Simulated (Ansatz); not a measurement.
Born–Oppenheimer molecular dynamics of a periodic cell of 12 atoms, HfO₂ (start crystal HfO2, start structure Fm-3m, volume 1.15 times the crystal's). It starts from a structure without forces on its atoms.

Computed with DFT PBE, scalar-relativistic, plane waves, PAW in Ansatz. Settings: PAW set soft_1, cutoff 420 eV, k mesh 2x2x2, fermi-dirac smearing 0.3 eV, no spin polarisation.

| Quantity | Value |
| --- | --- |
| ensemble | NVT, Nosé–Hoover chain |
| time step | 0.75 fs |
| steps asked | 200 |
| set temperature | 3500 K |
| thermostat | time constant 50 fs, chain length 3 |
| seed | 121641 |

Frames 0.75 fs apart, positions in Å, forces in eV/Å.

Velocities at 105 fs (Å/ps):

```
Hf 0.95 -1.86 0.94
O -18.97 7.00 13.02
O -17.84 -12.99 3.04
Hf -0.21 3.78 1.11
O -14.62 -0.92 -8.41
O -15.00 -11.66 26.24
Hf 7.02 -3.03 -4.12
O 0.73 5.11 4.15
O -11.46 7.01 5.44
Hf 1.47 1.89 -1.53
O -20.50 4.03 -3.70
O -5.24 -6.26 0.33
```

```xyz
12
Lattice="5.3589 0.0000 0.0000 0.0000 5.3589 0.0000 0.0000 0.0000 5.3589" Properties=species:S:1:pos:R:3:forces:R:3 time_fs=105 energy_less_start_eV=4.617 T=2533
Hf 0.255 0.460 0.219 -1.75 -2.65 -2.70
O 0.716 1.907 1.249 1.71 2.19 1.63
O 3.742 4.174 3.921 2.24 -2.48 1.16
Hf 2.571 2.922 -0.245 1.19 3.94 4.23
O 3.474 2.541 1.952 -0.96 3.77 -1.45
O 2.356 1.365 4.379 -3.66 -4.69 -3.31
Hf 2.717 -0.529 2.429 0.04 1.19 -0.14
O 4.630 1.131 4.020 1.84 2.22 -2.27
O 1.011 4.435 1.351 1.60 -1.71 2.02
Hf -0.133 2.637 2.915 -0.79 1.23 0.11
O 1.251 4.021 4.111 -1.69 -0.33 -1.36
O 3.696 0.400 0.915 0.24 -2.70 2.05
12
Lattice="5.3589 0.0000 0.0000 0.0000 5.3589 0.0000 0.0000 0.0000 5.3589" Properties=species:S:1:pos:R:3:forces:R:3 time_fs=105.75 energy_less_start_eV=4.526 T=2608
Hf 0.255 0.459 0.220 -1.67 -2.36 -2.67
O 0.702 1.913 1.259 1.72 1.94 1.37
O 3.729 4.164 3.924 2.34 -2.36 1.14
Hf 2.570 2.925 -0.244 1.01 3.77 4.07
O 3.463 2.541 1.946 -0.89 3.80 -1.39
O 2.345 1.355 4.398 -3.61 -4.47 -3.18
Hf 2.722 -0.532 2.426 -0.17 1.15 -0.15
O 4.631 1.135 4.023 1.71 2.17 -2.27
O 1.002 4.439 1.355 1.71 -1.77 2.07
Hf -0.132 2.639 2.914 -0.91 1.26 0.24
O 1.235 4.024 4.108 -1.54 -0.45 -1.23
O 3.692 0.395 0.916 0.32 -2.69 2.01
12
Lattice="5.3589 0.0000 0.0000 0.0000 5.3589 0.0000 0.0000 0.0000 5.3589" Properties=species:S:1:pos:R:3:forces:R:3 time_fs=106.5 energy_less_start_eV=4.408 T=2700
Hf 0.256 0.457 0.220 -1.57 -2.08 -2.63
O 0.689 1.919 1.270 1.73 1.65 1.07
O 3.717 4.153 3.926 2.43 -2.21 1.11
Hf 2.570 2.928 -0.243 0.79 3.49 3.89
O 3.452 2.542 1.939 -0.83 3.83 -1.34
O 2.331 1.344 4.416 -3.54 -4.16 -3.01
Hf 2.728 -0.534 2.423 -0.38 1.09 -0.17
O 4.633 1.140 4.025 1.57 2.09 -2.25
O 0.995 4.444 1.360 1.80 -1.81 2.11
Hf -0.131 2.640 2.913 -1.04 1.34 0.38
O 1.219 4.027 4.105 -1.37 -0.57 -1.10
O 3.688 0.389 0.917 0.39 -2.66 1.95
12
Lattice="5.3589 0.0000 0.0000 0.0000 5.3589 0.0000 0.0000 0.0000 5.3589" Properties=species:S:1:pos:R:3:forces:R:3 time_fs=107.25 energy_less_start_eV=4.271 T=2808
Hf 0.257 0.456 0.221 -1.46 -1.79 -2.59
O 0.676 1.926 1.280 1.75 1.34 0.74
O 3.705 4.141 3.930 2.51 -2.07 1.06
Hf 2.570 2.931 -0.242 0.56 3.13 3.66
O 3.440 2.545 1.931 -0.78 3.85 -1.30
O 2.317 1.332 4.433 -3.46 -3.77 -2.80
Hf 2.733 -0.536 2.420 -0.55 1.00 -0.14
O 4.635 1.146 4.026 1.43 1.99 -2.20
O 0.988 4.448 1.366 1.88 -1.82 2.11
Hf -0.130 2.642 2.912 -1.15 1.43 0.54
O 1.202 4.030 4.101 -1.20 -0.67 -0.96
O 3.685 0.382 0.919 0.47 -2.62 1.89
12
Lattice="5.3589 0.0000 0.0000 0.0000 5.3589 0.0000 0.0000 0.0000 5.3589" Properties=species:S:1:pos:R:3:forces:R:3 time_fs=108 energy_less_start_eV=4.119 T=2925
Hf 0.257 0.454 0.221 -1.34 -1.51 -2.53
O 0.664 1.933 1.292 1.77 0.99 0.35
O 3.695 4.129 3.933 2.57 -1.90 0.99
Hf 2.570 2.934 -0.241 0.30 2.67 3.45
O 3.428 2.549 1.923 -0.73 3.86 -1.28
O 2.301 1.318 4.449 -3.34 -3.31 -2.58
Hf 2.738 -0.538 2.417 -0.76 0.92 -0.09
O 4.637 1.152 4.027 1.27 1.85 -2.11
O 0.981 4.451 1.373 1.95 -1.80 2.09
Hf -0.129 2.643 2.910 -1.25 1.55 0.72
O 1.185 4.032 4.097 -1.01 -0.77 -0.80
O 3.681 0.374 0.921 0.57 -2.55 1.79
12
Lattice="5.3589 0.0000 0.0000 0.0000 5.3589 0.0000 0.0000 0.0000 5.3589" Properties=species:S:1:pos:R:3:forces:R:3 time_fs=108.75 energy_less_start_eV=3.962 T=3047
Hf 0.258 0.453 0.221 -1.21 -1.25 -2.47
O 0.652 1.941 1.303 1.81 0.61 -0.07
O 3.685 4.115 3.937 2.63 -1.73 0.90
Hf 2.570 2.938 -0.240 0.03 2.17 3.24
O 3.416 2.554 1.915 -0.67 3.87 -1.25
O 2.285 1.303 4.465 -3.20 -2.80 -2.34
Hf 2.743 -0.540 2.413 -0.95 0.82 -0.01
O 4.640 1.159 4.026 1.10 1.70 -1.99
O 0.975 4.453 1.380 2.00 -1.76 2.04
Hf -0.128 2.645 2.909 -1.36 1.70 0.92
O 1.167 4.034 4.093 -0.82 -0.86 -0.64
O 3.678 0.365 0.925 0.66 -2.47 1.68
12
Lattice="5.3589 0.0000 0.0000 0.0000 5.3589 0.0000 0.0000 0.0000 5.3589" Properties=species:S:1:pos:R:3:forces:R:3 time_fs=109.5 energy_less_start_eV=3.806 T=3169
Hf 0.258 0.451 0.222 -1.09 -1.01 -2.41
O 0.641 1.949 1.314 1.86 0.22 -0.52
O 3.676 4.102 3.942 2.68 -1.54 0.79
Hf 2.570 2.941 -0.238 -0.27 1.61 3.04
O 3.403 2.561 1.906 -0.62 3.86 -1.23
O 2.267 1.287 4.479 -3.05 -2.28 -2.11
Hf 2.749 -0.542 2.410 -1.15 0.72 0.12
O 4.643 1.167 4.026 0.93 1.52 -1.85
O 0.970 4.455 1.388 2.04 -1.70 1.97
Hf -0.127 2.646 2.908 -1.50 1.88 1.14
O 1.149 4.036 4.088 -0.63 -0.93 -0.48
O 3.675 0.355 0.928 0.76 -2.36 1.54
12
Lattice="5.3589 0.0000 0.0000 0.0000 5.3589 0.0000 0.0000 0.0000 5.3589" Properties=species:S:1:pos:R:3:forces:R:3 time_fs=110.25 energy_less_start_eV=3.658 T=3285
Hf 0.259 0.449 0.222 -0.96 -0.79 -2.35
O 0.630 1.957 1.325 1.92 -0.17 -0.99
O 3.668 4.087 3.946 2.72 -1.34 0.67
Hf 2.570 2.944 -0.237 -0.59 1.07 2.85
O 3.390 2.568 1.897 -0.56 3.84 -1.21
O 2.248 1.270 4.493 -2.87 -1.74 -1.88
Hf 2.754 -0.545 2.407 -1.33 0.58 0.28
O 4.647 1.175 4.024 0.75 1.32 -1.68
O 0.965 4.457 1.397 2.06 -1.60 1.88
Hf -0.126 2.648 2.907 -1.63 2.08 1.38
O 1.131 4.038 4.083 -0.44 -1.00 -0.30
O 3.672 0.345 0.933 0.86 -2.22 1.39
12
Lattice="5.3589 0.0000 0.0000 0.0000 5.3589 0.0000 0.0000 0.0000 5.3589" Properties=species:S:1:pos:R:3:forces:R:3 time_fs=111 energy_less_start_eV=3.523 T=3393
Hf 0.259 0.447 0.222 -0.81 -0.62 -2.31
O 0.621 1.965 1.336 2.00 -0.55 -1.47
O 3.661 4.073 3.951 2.76 -1.14 0.53
Hf 2.570 2.948 -0.235 -0.89 0.50 2.72
O 3.377 2.578 1.887 -0.50 3.80 -1.20
O 2.228 1.253 4.506 -2.69 -1.24 -1.68
Hf 2.759 -0.547 2.404 -1.54 0.46 0.45
O 4.651 1.183 4.022 0.57 1.11 -1.50
O 0.962 4.458 1.406 2.07 -1.49 1.76
Hf -0.125 2.650 2.906 -1.73 2.30 1.63
O 1.113 4.039 4.078 -0.24 -1.05 -0.13
O 3.669 0.334 0.938 0.97 -2.06 1.21
12
Lattice="5.3589 0.0000 0.0000 0.0000 5.3589 0.0000 0.0000 0.0000 5.3589" Properties=species:S:1:pos:R:3:forces:R:3 time_fs=111.75 energy_less_start_eV=3.405 T=3488
Hf 0.259 0.446 0.222 -0.66 -0.48 -2.27
O 0.611 1.973 1.347 2.09 -0.95 -1.98
O 3.655 4.057 3.956 2.80 -0.92 0.37
Hf 2.570 2.951 -0.233 -1.21 -0.04 2.61
O 3.364 2.588 1.877 -0.43 3.76 -1.17
O 2.207 1.235 4.519 -2.48 -0.75 -1.48
Hf 2.764 -0.549 2.401 -1.74 0.31 0.65
O 4.655 1.192 4.019 0.38 0.87 -1.28
O 0.958 4.458 1.416 2.07 -1.36 1.62
Hf -0.124 2.652 2.905 -1.83 2.53 1.89
O 1.095 4.040 4.073 -0.04 -1.09 0.05
O 3.667 0.322 0.943 1.09 -1.88 1.00
12
Lattice="5.3589 0.0000 0.0000 0.0000 5.3589 0.0000 0.0000 0.0000 5.3589" Properties=species:S:1:pos:R:3:forces:R:3 time_fs=112.5 energy_less_start_eV=3.310 T=3569
Hf 0.260 0.444 0.222 -0.54 -0.35 -2.23
O 0.603 1.980 1.356 2.18 -1.31 -2.47
O 3.649 4.042 3.961 2.83 -0.69 0.18
Hf 2.570 2.955 -0.231 -1.54 -0.59 2.51
O 3.351 2.600 1.866 -0.35 3.70 -1.14
O 2.185 1.217 4.532 -2.27 -0.30 -1.32
Hf 2.769 -0.551 2.398 -1.95 0.17 0.90
O 4.659 1.202 4.016 0.19 0.62 -1.06
O 0.956 4.458 1.427 2.05 -1.21 1.47
Hf -0.124 2.654 2.904 -1.96 2.77 2.15
O 1.076 4.040 4.068 0.16 -1.13 0.22
O 3.665 0.309 0.948 1.21 -1.68 0.77
12
Lattice="5.3589 0.0000 0.0000 0.0000 5.3589 0.0000 0.0000 0.0000 5.3589" Properties=species:S:1:pos:R:3:forces:R:3 time_fs=113.25 energy_less_start_eV=3.236 T=3634
Hf 0.260 0.442 0.222 -0.40 -0.28 -2.17
O 0.595 1.987 1.365 2.27 -1.67 -2.96
O 3.645 4.026 3.966 2.86 -0.45 -0.01
Hf 2.569 2.958 -0.229 -1.88 -1.07 2.47
O 3.337 2.613 1.855 -0.27 3.61 -1.11
O 2.163 1.199 4.543 -2.03 0.13 -1.17
Hf 2.774 -0.553 2.395 -2.19 -0.01 1.18
O 4.663 1.211 4.013 0.00 0.35 -0.82
O 0.954 4.457 1.438 2.03 -1.04 1.29
Hf -0.123 2.656 2.903 -2.07 3.05 2.40
O 1.058 4.040 4.063 0.36 -1.15 0.40
O 3.664 0.296 0.954 1.34 -1.45 0.51
```

Of the whole run (150 fs, mean temperature of the second half 3241 K): The conserved energy stayed within 1.1 meV per atom of its start (net change 1 meV per atom), so the integration is sound. A run of 0.15 ps of so small a system gives no equilibrium averages. The SCF threshold is loose, so the forces are noisy. Limits of this set-up: coarse k mesh.

The run took 12 min on 1 thread of Arm Neoverse V1, with other jobs on the host, peak memory 0.47 GiB.
